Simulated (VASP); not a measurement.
Input of a VASP 6.6.1 run:

The input POSCAR:

```
AlP
1.0
    0.0000000000      2.7392607939      2.7392607939
    2.7392607939      0.0000000000      2.7392607939
    2.7392607939      2.7392607939      0.0000000000
Al P
1 1
Direct
    0.0000000000      0.0000000000      0.0000000000
    0.2500000000      0.2500000000      0.2500000000
```

INCAR.step1

```
SYSTEM = AlP
PREC     = Accurate       ! precision mode
ENCUT    = 520            ! plane-wave cutoff, eV
EDIFF    = 1E-5           ! SCF threshold, eV
ISMEAR   = 0              ! smearing method
SIGMA    = 0.01           ! smearing width, eV
LREAL    = .False.        ! projectors in reciprocal space
LASPH    = .True.         ! aspherical terms in the spheres
NELM     = 80             ! most SCF steps
ALGO     = Normal         ! electronic algorithm
ISIF     = 2              ! what is computed and relaxed
LWAVE    = .True.         ! write WAVECAR
LCHARG   = .False.        ! write CHGCAR
GGA      = PE             ! functional
NBANDS   = 11             ! bands
```

File INCAR.step2:

```
SYSTEM = AlP
PREC     = Accurate       ! precision mode
ENCUT    = 520            ! plane-wave cutoff, eV
EDIFF    = 1E-6           ! SCF threshold, eV
ISMEAR   = 0              ! smearing method
SIGMA    = 0.01           ! smearing width, eV
LREAL    = .False.        ! projectors in reciprocal space
LASPH    = .True.         ! aspherical terms in the spheres
NELM     = 80             ! most SCF steps
ALGO     = Normal         ! electronic algorithm
ISIF     = 2              ! what is computed and relaxed
LWAVE    = .False.        ! write WAVECAR
LCHARG   = .False.        ! write CHGCAR
GGA      = PE             ! functional
LHFCALC  = .True.         ! exact exchange
HFSCREEN = 0.2079         ! screening, 1/A
PRECFOCK = Normal       
ISTART   = 1            
NBANDS   = 11             ! bands
```

KPOINTS

```
regular mesh
0
Gamma
  4 4 4
  0 0 0
```

Potentials or basis: VASP PAW PBE potentials, release 64 (Al, P).

The run is started by

```sh
$ cat potpaw_PBE.64/Al/POTCAR potpaw_PBE.64/P/POTCAR > POTCAR
$ cp INCAR.step1 INCAR
$ mpirun -np 1 vasp_std > vasp.out
$ cp INCAR.step2 INCAR
$ mpirun -np 1 vasp_std > vasp.out
```

Task: What does it give for the band gap on the k mesh?

Result: 2.30 eV, indirect (least direct gap 4.16 eV).

Task: What does it give for the pressure?

Result: 0.0 GPa.

Caveat: the k mesh is coarse (spacing up to 0.50 Å⁻¹), so the values aren't converged, least of all with exact exchange; the PAW data sets were made with another functional, which shifts forces and pressure a little. A k mesh can miss the band edges.
